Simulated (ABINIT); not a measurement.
Runs of ABINIT 10.8.3 (patched build) on TiB2. Symmetry: P6/mmm, No. 191, hexagonal system. Conventional cell: a = 3.029 Å, b = 3.029 Å, c = 3.228 Å, α = 90.00°, β = 90.00°, γ = 120.00°. Ti (site symmetry 6/mmm) is surrounded by 12 B at 2.38 Å. Around B (site symmetry -6m2) lie 3 B at 1.75 Å. 

```csv
task,level,potentials or basis,k mesh,dispersion computed by,mesh quality,gap on the mesh (eV),pressure (GPa),V0 of scaled cells (Å³/atom),B0 (GPa)
equation of state,PW91,JTH PAW PBE v2.0,10 × 10 × 8,-,not flagged,-,-,8.58,254
single point,PBE,JTH PAW PBE v2.0,4 × 4 × 3,-,coarse,none,(a),-,-
single point,LDA,JTH PAW LDA v2.0,6 × 6 × 5,-,coarse,none,(b),-,-
band structure,HCTH407,JTH PAW PBE v2.0,10 × 10 × 8,-,not flagged,none,-7.3,-,-
band structure,LDA,JTH PAW LDA v2.0,10 × 10 × 8,-,not flagged,none,-10.7,-,-
equation of state,revPBE,JTH PAW PBE v2.0,10 × 10 × 8,-,not flagged,-,-,8.70,247
band structure,BP86,JTH PAW PBE v2.0,10 × 10 × 8,-,not flagged,none,1.9,-,-
```

Alike in all rows: no spin polarisation; cell as given; cutoff (eV) 408; smearing fermi-dirac 0.05 eV.

Task: Estimate the missing entries.

Result: (a) 1.0; (b) -10.5.

Caveats: some runs use coarse meshes; the atomic spheres overlap; the PAW data sets were made with another functional, which shifts forces and pressure a little (some runs); pressures at fixed basis lie under the slope of the energies (some runs); the cell was scaled at fixed shape and fractional positions, which overstates the stiffness of a crystal with free parameters, most of all of layers and chains (some runs).

A gap of «none» marks a metal or a gap under the smearing width.
